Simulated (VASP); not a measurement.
**MoTe2 in VASP: one cell, several levels of theory**

Aim: gap, levels, forces and stress of MoTe2 built on the rutile prototype at fixed geometry. Runs: PBE, LDA, PBEsol. This is a trial cell built on a prototype, not taken from a measured structure, and it needn't be the compound's ground state.

Code: VASP 6.6.1. PAW datasets, plane waves. Note: simulated data, non-magnetic, for a generated structure that need not be the stable one.

## (1) The cell

The cell comes from an earlier relaxation with r2SCAN in another program.

Space group P4_2/mnm (No. 136), tetragonal; a = 6.642 Å, c = 3.627 Å in the conventional setting, 26.67 Å³ an atom. Around Mo lie 6 Te at 2.69–2.71 Å; around Te lie 3 Mo at 2.69–2.71 Å.

Structure file:

```xyz
6
Lattice="6.6420 0.0000 0.0000 0.0000 6.6420 0.0000 0.0000 0.0000 3.6275" Properties=species:S:1:pos:R:3 pbc="T T T"
Mo    0.0000    0.0000    0.0000
Mo    3.3210    3.3210    1.8137
Te    1.9017    1.9017    0.0000
Te    1.4193    5.2227    1.8137
Te    5.2227    1.4193    1.8137
Te    4.7403    4.7403    0.0000
```

## (2) Single point with PBE

INCAR

```
ENCUT = 520.000000
SIGMA = 0.020000
EDIFF = 1.00e-07
GGA = PE
PREC = Accurate
IBRION = -1
ISIF = 2
ISMEAR = -1
NBANDS = 35
NELM = 120
NSW = 0
LASPH = .TRUE.
LCHARG = .FALSE.
LWAVE = .FALSE.
LREAL = .FALSE.
```

KPOINTS

```
KPOINTS created by Atomic Simulation Environment
0
Gamma
4 4 8
0 0 0
```

KPOINTS_OPT

```
special points
8
Reciprocal
0.0000000000 0.0000000000 0.0000000000 1
0.0000000000 0.5000000000 0.0000000000 1
0.5000000000 0.5000000000 0.0000000000 1
0.0000000000 0.0000000000 0.5000000000 1
0.0000000000 0.5000000000 0.5000000000 1
0.5000000000 0.5000000000 0.5000000000 1
0.0000000000 0.0000000000 0.1250000000 1
0.5000000000 0.5000000000 0.1500000000 1
```

POSCAR

```
Mo Te
 1.0000000000000000
     6.6419834248812828    0.0000000000000000    0.0000000000000000
     0.0000000000000000    6.6419834248812828    0.0000000000000000
     0.0000000000000000    0.0000000000000000    3.6274816013818518
 Mo  Te
   2   4
Cartesian
  0.0000000000000000  0.0000000000000000  0.0000000000000000
  3.3209917124406414  3.3209917124406414  1.8137408006909259
  1.9017074550599846  1.9017074550599846  0.0000000000000000
  1.4192842573806570  5.2226991675006254  1.8137408006909259
  5.2226991675006254  1.4192842573806570  1.8137408006909259
  4.7402759698212993  4.7402759698212993  0.0000000000000000
```

Potentials: the recommended PBE PAW datasets, 52 valence electrons in the neutral cell.

Started as:

```sh
mpirun -np 1 vasp_std
```

Standard output, without the iteration lines:

```text
POSCAR found type information on POSCAR MoTe
 POSCAR found :  2 types and       6 ions
 LDA part: xc-table for (Slater+PW92), standard interpolation
 POSCAR, INCAR and KPOINTS ok, starting setup
 FFT: planning ... GRIDC
 FFT: planning ... GRID_SOFT
 FFT: planning ... GRID
 WAVECAR not read
 entering main loop
 Start KPOINTS_OPT (optional k-point list driver)
k-point batch [1-8\8]
```

OSZICAR:

```text
N       E                     dE             d eps       ncg     rms          rms(c)
DAV:   1     0.376189216540E+03    0.37619E+03   -0.25258E+04  2420   0.132E+03
DAV:   2    -0.119953780817E+02   -0.38818E+03   -0.37580E+03  2623   0.314E+02
DAV:   3    -0.343996519841E+02   -0.22404E+02   -0.21814E+02  2634   0.628E+01
DAV:   4    -0.349463580445E+02   -0.54671E+00   -0.54404E+00  2475   0.962E+00
DAV:   5    -0.349612783469E+02   -0.14920E-01   -0.14919E-01  2638   0.162E+00    0.183E+01
DAV:   6    -0.347575589254E+02    0.20372E+00   -0.87492E+00  2200   0.149E+01    0.847E+00
DAV:   7    -0.341166135970E+02    0.64095E+00   -0.63888E+00  2201   0.109E+01    0.686E+00
DAV:   8    -0.338599062025E+02    0.25671E+00   -0.62060E-01  2198   0.431E+00    0.172E+00
DAV:   9    -0.338507791638E+02    0.91270E-02   -0.10670E-01  2344   0.145E+00    0.722E-01
DAV:  10    -0.338511934334E+02   -0.41427E-03   -0.13705E-02  2212   0.701E-01    0.346E-01
DAV:  11    -0.338506079728E+02    0.58546E-03   -0.30713E-03  2235   0.329E-01    0.786E-02
DAV:  12    -0.338505900381E+02    0.17935E-04   -0.13939E-04  2373   0.671E-02    0.299E-02
DAV:  13    -0.338505973810E+02   -0.73429E-05   -0.19238E-05  2439   0.228E-02    0.907E-03
DAV:  14    -0.338505983386E+02   -0.95765E-06   -0.23080E-06  2330   0.860E-03    0.452E-03
DAV:  15    -0.338505979216E+02    0.41707E-06   -0.44548E-07  1920   0.302E-03    0.214E-03
DAV:  16    -0.338505979882E+02   -0.66668E-07   -0.12469E-07  1435   0.180E-03
   1 F= -.33850598E+02 E0= -.33847127E+02  d E =-.694187E-02
       N       E                     dE             ncg
DAV:   1     0.239562435178E+04   -0.80344E+04      656
DAV:   2    -0.715833700292E+03   -0.31115E+04      732
DAV:   3    -0.882129549877E+03   -0.16630E+03      679
DAV:   4    -0.886278127391E+03   -0.41486E+01      664
DAV:   5    -0.886406788014E+03   -0.12866E+00      705
DAV:   6    -0.886408586239E+03   -0.17982E-02      656
DAV:   7    -0.886408674871E+03   -0.88632E-04      723
DAV:   8    -0.886408679738E+03   -0.48674E-05      648
DAV:   9    -0.886408679852E+03   -0.11375E-06      468
DAV:  10    -0.886408679860E+03   -0.80618E-08      375
```

The lines after F= are the extra pass for the points of KPOINTS_OPT, at fixed density; their E is not a total energy.

Parts of OUTCAR:

```text
k-points           NKPTS =     30   k-points in BZ     NKDIM =     30   number of bands    NBANDS=     35

   NELECT =      52.0000    total number of electrons

   dimension x,y,z NGX =    50 NGY =   50 NGZ =   28
   dimension x,y,z NGXF=   100 NGYF=  100 NGZF=   56

  energy-cutoff  :      520.00
  volume of cell :      160.03
      direct lattice vectors                 reciprocal lattice vectors
     6.641983425  0.000000000  0.000000000     0.150557437  0.000000000  0.000000000
     0.000000000  6.641983425  0.000000000     0.000000000  0.150557437  0.000000000
     0.000000000  0.000000000  3.627481601     0.000000000  0.000000000  0.275673349

 k-points in reciprocal lattice and weights: KPOINTS created by Atomic Simulation Env
   0.00000000  0.00000000  0.00000000       0.008
   0.25000000  0.00000000  0.00000000       0.031
   0.50000000  0.00000000  0.00000000       0.016
   0.25000000  0.25000000  0.00000000       0.031
   0.50000000  0.25000000  0.00000000       0.031
   0.50000000  0.50000000  0.00000000       0.008
   0.00000000  0.00000000  0.12500000       0.016
   0.25000000  0.00000000  0.12500000       0.062
[... 22 more k-points ...]

 E-fermi :   7.6808

 k-point     1 :       0.0000    0.0000    0.0000
  band No.  band energies     occupation
      1     -53.5869      2.00000
      2     -53.5868      2.00000
      3     -27.7618      2.00000
      4     -27.7618      2.00000
      5     -27.6933      2.00000
      6     -27.6933      2.00000
      7     -27.6744      2.00000
      8     -27.6716      2.00000
      9      -5.3571      2.00000
     10      -3.7778      2.00000
     11      -3.7778      2.00000
     12      -3.5584      2.00000
     13       1.2381      2.00000
     14       2.3161      2.00000
     15       3.0632      2.00000
     16       3.8615      2.00000
     17       3.8615      2.00000
     18       4.8042      2.00000
     19       4.8042      2.00000
     20       5.8280      2.00000
     21       5.9293      2.00000
     22       6.3266      2.00000
     23       6.6614      2.00000
     24       7.0993      2.00000
     25       7.0993      2.00000
     26       7.6642      1.39314
     27       7.6642      1.39314
     28       8.5592      0.00000
     29       8.6018      0.00000
     30       8.6517      0.00000
     31       8.6602      0.00000
     32      10.6696      0.00000
     33      11.3466      0.00000
     34      11.3466      0.00000
     35      12.9090      0.00000

 k-point     2 :       0.2500    0.0000    0.0000
  band No.  band energies     occupation
      1     -53.5869      2.00000
      2     -53.5869      2.00000
      3     -27.7618      2.00000
      4     -27.7618      2.00000
      5     -27.6933      2.00000
      6     -27.6933      2.00000
      7     -27.6740      2.00000
      8     -27.6720      2.00000
      9      -5.1925      2.00000
     10      -4.1410      2.00000
     11      -3.7361      2.00000
     12      -3.5417      2.00000
     13       1.6350      2.00000
     14       2.6860      2.00000
     15       2.9163      2.00000
     16       3.7267      2.00000
     17       3.9232      2.00000
     18       4.8292      2.00000
     19       4.8417      2.00000
     20       5.4440      2.00000
     21       5.8703      2.00000
     22       6.1723      2.00000
     23       6.3869      2.00000
     24       6.7916      2.00000
     25       7.2798      2.00000
     26       7.5977      1.96921
     27       7.6823      0.96288
     28       8.2396      0.00000
     29       8.4509      0.00000
     30       8.8393      0.00000
     31       9.4221      0.00000
     32      10.9421      0.00000
     33      11.0674      0.00000
     34      11.1768      0.00000
     35      12.5150      0.00000

 k-point     3 :       0.5000    0.0000    0.0000
  band No.  band energies     occupation
      1     -53.5869      2.00000
      2     -53.5869      2.00000
      3     -27.7618      2.00000
      4     -27.7618      2.00000
      5     -27.6934      2.00000
      6     -27.6934      2.00000
      7     -27.6730      2.00000
      8     -27.6730      2.00000
      9      -4.7370      2.00000
     10      -4.7370      2.00000
     11      -3.6326      2.00000
     12      -3.6326      2.00000
     13       2.3272      2.00000
     14       2.3272      2.00000
     15       3.7585      2.00000
     16       3.7585      2.00000
     17       3.9931      2.00000
     18       3.9931      2.00000
     19       4.8681      2.00000
     20       4.8681      2.00000
     21       6.1021      2.00000
     22       6.1021      2.00000
     23       6.3982      2.00000
     24       6.3982      2.00000
     25       7.2520      2.00000
     26       7.2520      2.00000
     27       8.1530      0.00000
     28       8.1530      0.00000
     29       8.5185      0.00000
     30       8.5185      0.00000
     31      10.7778      0.00000
     32      10.7778      0.00000
     33      10.8293      0.00000
     34      10.8293      0.00000
     35      12.6006      0.00000

 k-point     4 :       0.2500    0.2500    0.0000
  band No.  band energies     occupation
      1     -53.5869      2.00000
      2     -53.5869      2.00000
      3     -27.7619      2.00000
      4     -27.7618      2.00000
      5     -27.6934      2.00000
      6     -27.6933      2.00000
      7     -27.6737      2.00000
      8     -27.6723      2.00000
      9      -5.0451      2.00000
     10      -4.2231      2.00000
     11      -3.8581      2.00000
     12      -3.6005      2.00000
     13       1.9108      2.00000
     14       2.7482      2.00000
     15       2.9579      2.00000
     16       3.9068      2.00000
     17       4.0352      2.00000
     18       4.7880      2.00000
     19       4.8690      2.00000
     20       5.5725      2.00000
     21       5.6082      2.00000
     22       5.8848      2.00000
     23       6.3445      2.00000
     24       6.6974      2.00000
     25       7.1011      2.00000
     26       7.2945      2.00000
     27       7.4491      1.99998
     28       8.4743      0.00000
     29       8.7707      0.00000
     30       8.8087      0.00000
     31       9.3502      0.00000
     32      10.7748      0.00000
     33      11.1986      0.00000
     34      11.2953      0.00000
     35      11.7043      0.00000

 k-point     5 :       0.5000    0.2500    0.0000
  band No.  band energies     occupation
      1     -53.5869      2.00000
      2     -53.5869      2.00000
      3     -27.7618      2.00000
      4     -27.7618      2.00000
      5     -27.6933      2.00000
      6     -27.6933      2.00000
      7     -27.6730      2.00000
      8     -27.6730      2.00000
      9      -4.6505      2.00000
     10      -4.6505      2.00000
     11      -3.7670      2.00000
     12      -3.7670      2.00000
     13       2.3422      2.00000
     14       2.3422      2.00000
     15       3.7818      2.00000
     16       3.7818      2.00000
     17       4.5059      2.00000
     18       4.5059      2.00000
     19       4.8168      2.00000
     20       4.8168      2.00000
     21       5.8318      2.00000
     22       5.8318      2.00000
     23       6.6055      2.00000
     24       6.6055      2.00000
     25       6.6520      2.00000
     26       6.6520      2.00000
     27       8.1246      0.00000
     28       8.1246      0.00000
     29       8.7353      0.00000
     30       8.7353      0.00000
     31      10.0988      0.00000
     32      10.0988      0.00000
     33      11.0565      0.00000
     34      11.0565      0.00000
     35      12.7816      0.00000

 k-point     6 :       0.5000    0.5000    0.0000
  band No.  band energies     occupation
      1     -53.5869      2.00000
      2     -53.5869      2.00000
      3     -27.7619      2.00000
      4     -27.7619      2.00000
      5     -27.6933      2.00000
      6     -27.6933      2.00000
      7     -27.6730      2.00000
      8     -27.6730      2.00000
      9      -4.5304      2.00000
     10      -4.5304      2.00000
     11      -3.9332      2.00000
     12      -3.9332      2.00000
     13       2.3219      2.00000
     14       2.3219      2.00000
     15       4.3467      2.00000
     16       4.3467      2.00000
     17       4.4921      2.00000
     18       4.4921      2.00000
     19       4.7719      2.00000
     20       4.7719      2.00000
     21       5.8814      2.00000
     22       5.8814      2.00000
     23       5.9090      2.00000
     24       5.9090      2.00000
     25       7.1031      2.00000
     26       7.1031      2.00000
     27       7.5620      1.99476
     28       7.5620      1.99476
     29       9.0408      0.00000
     30       9.0408      0.00000
     31       9.5778      0.00000
     32       9.5778      0.00000
     33      11.2492      0.00000
     34      11.2492      0.00000
     35      12.9018      0.00000

[... the tables of k-points 7 to 30 left out ...]

  Total        0.9197970      0.9197970      0.5606973      0.0000000      0.0000000      0.0000000
  in kB        9.2087733      9.2087733      5.6135581      0.0000000      0.0000000      0.0000000
  external PRESSURE =       8.0103683 kB  Pullay stress =       0.0000000 kB

 POSITION                                       TOTAL-FORCE (eV/Angst)
 -----------------------------------------------------------------------------------
      0.00000      0.00000      0.00000         0.000000     -0.000000      0.000000
      3.32099      3.32099      1.81374         0.000000     -0.000000      0.000000
      1.90171      1.90171      0.00000        -0.073425     -0.073425      0.000000
      1.41928      5.22270      1.81374         0.073425     -0.073425      0.000000
      5.22270      1.41928      1.81374        -0.073425      0.073425     -0.000000
      4.74028      4.74028      0.00000         0.073425      0.073425     -0.000000
 -----------------------------------------------------------------------------------
    total drift:                                0.000000      0.000000     -0.000000

  FREE ENERGIE OF THE ION-ELECTRON SYSTEM (eV)
  ---------------------------------------------------
  free  energy   TOTEN  =       -33.8505979882 eV

  energy  without entropy=      -33.8436561178  energy(sigma->0) =      -33.84712705
```

Wall time 3.1 min (1 MPI rank of Intel Xeon Platinum 8488C, shared host); peak memory 0.39 GiB.

The levels at the points of KPOINTS_OPT are read from vasprun.xml.

Band energies at the special points (eV, zero at the top of v, the last band that the electrons fill by count):

```tsv
point	v−1	v	c	c+1
Γ	-0.93	-0.36	-0.36	0.53
X	-0.77	-0.77	0.13	0.13
M	-0.92	-0.92	-0.46	-0.46
Z	-0.26	-0.26	0.35	0.35
R	-1.55	-1.55	0.23	0.23
A	-0.35	-0.35	-0.30	-0.30
```

At the PBE level the bands overlap by 0.82 eV: a metal or semimetal. The pressure is 0.80 GPa, and the largest force is 0.104 eV/Å, on atom 3 (Te).

[end of part 1 of 3]
